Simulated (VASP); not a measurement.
Runs of VASP 6.6.1 on GaP. The structure is cubic, space group F-43m (No. 216). Conventional cell: a = 5.452 Å, b = 5.452 Å, c = 5.452 Å, α = 90.00°, β = 90.00°, γ = 90.00°. Ga (site symmetry -43m) has 4 P at 2.36 Å as nearest neighbours. Around P (site symmetry -43m) lie 4 Ga at 2.36 Å. The cell is a database's computed one.

```tsv
task	level	cell	k mesh	cutoff (eV)	mesh quality	gap on the mesh (eV)	pressure (GPa)	relaxed volume (Å³/atom)
relaxation of cell and atoms	PBEsol	relaxed	3 × 3 × 3	600	coarse	1.58	0.0	20.47
relaxation of cell and atoms	PBE	relaxed	8 × 8 × 8	600	not flagged	1.58	0.0	20.86
band structure	r2SCAN	as given	8 × 8 × 8	520	not flagged	1.90	-0.1	-
relaxation of cell and atoms	r2SCAN	relaxed	8 × 8 × 8	600	not flagged	1.90	-0.1	(a)
```

Alike in all rows: potentials or basis VASP PAW PBE potentials, release 64 (Ga_d, P); no spin polarisation; smearing gaussian 0.02 eV.

Q: Fill in the values left out.

A: (a) 20.25.

Caveats: some runs use coarse meshes; the PAW data sets were made with another functional, which shifts forces and pressure a little (some runs); an odd mesh through Γ misses points on the zone boundary, where band edges often lie (some runs).

A k mesh can miss the band edges, and the runs leave out spin-orbit coupling on Ga.

Not every run made on this cell is shown here.
